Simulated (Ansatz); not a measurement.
The polar optical mode of CuCl at 3.9 GPa, worked through

Computed with Ansatz, DFT r2SCAN+D3(BJ), scalar-relativistic, plane waves, PAW. Settings: 500 eV plane-wave cutoff, Γ-centred 10×10×10 mesh, fixed occupations. No spin polarisation. Phonons by linear response, acoustic sum rule imposed.

The cell is fixed (symmetry leaves no force on the atoms) and stands under 3.9 GPa:
```cif
data_structure
_symmetry_space_group_name_H-M 'F-43m'
_symmetry_Int_Tables_number 216
_cell_length_a 5.2242
_cell_length_b 5.2242
_cell_length_c 5.2242
_cell_angle_alpha 90.000
_cell_angle_beta 90.000
_cell_angle_gamma 90.000
_cell_volume 142.58
loop_
_atom_site_label
_atom_site_type_symbol
_atom_site_symmetry_multiplicity
_atom_site_Wyckoff_symbol
_atom_site_fract_x
_atom_site_fract_y
_atom_site_fract_z
_atom_site_occupancy
Cu1 Cu 4 a 0.00000 0.00000 0.00000 1
Cl1 Cl 4 d 0.25000 0.25000 0.75000 1
```

The cell is the ideal cubic zincblende prototype.

Linear response gives ν_TO = 199.5 cm⁻¹, Born charges ±0.939 e (positive on Cu) and ε∞ = 4.618. The primitive cell holds 35.645 Å³, and the masses are 63.546 and 35.450 amu.

Question: Find ν_LO and the static dielectric constant.

Answer: The long-wave field adds a restoring force: ω_LO² − ω_TO² = Z*²e²/(ε_vac ε∞ μV). In these units ν_LO² − ν_TO² = 4.92064×10⁷ Z*²/(μ V ε∞) cm⁻², with μ = m₁m₂/(m₁ + m₂) = 22.756 amu: 11586 cm⁻². So ν_LO = √(199.5² + 11586) = 226.7 cm⁻¹, and the run gives 226.7. Lyddane–Sachs–Teller then gives ε0 = ε∞ (ν_LO/ν_TO)² = 5.96, against 5.96 in the run (it forms both from the same three quantities, so the match checks the arithmetic only). Between ν_TO and ν_LO the dielectric function is negative and an undamped crystal reflects fully: a reststrahlen band from 44.1 to 50.1 μm.

Question: What do the Clausius–Mossotti polarisability and the Szigeti charge come to?

Answer: With the Lorentz local field, α = (3V/4π)(ε∞ − 1)/(ε∞ + 2) = 4.65 Å³ for the pair, and e_S = 3Z*/(ε∞ + 2) = 0.43 e. The Born charge includes the electrons' response to the dipole's own local field, and e_S takes that enhancement out. The Lorentz field assumes point-like polarisable ions, a poor picture once ε∞ is this large, since the electron clouds then overlap or are shared, so both numbers are formal here.

Question: How strongly does a slow electron couple to the LO mode?

Answer: For one isotropic parabolic band, Fröhlich's constant is α_F = (1/ε∞ − 1/ε0) √(m* Ry/ħω_LO), with Ry = 13.606 eV, ħω_LO = 28.1 meV and m* in free-electron masses: α_F = 0.0488 × 22.00 × √m* = 1.07 √m*. The band mass isn't part of this run; for m* = 0.1, 0.3 and 1 it gives 0.34, 0.59, 1.07. In weak coupling the polaron lies α_F ħω_LO below the band edge (17 meV at m* = 0.3) with a mass m*(1 + α_F/6); past α_F of about 5 or 6 that expansion fails. A semilocal functional's ε∞ tends to be too large, which taken alone lowers α_F.

Cost: 1 run of about 8.2 core-minutes, on Arm Neoverse N1 (shared hosts).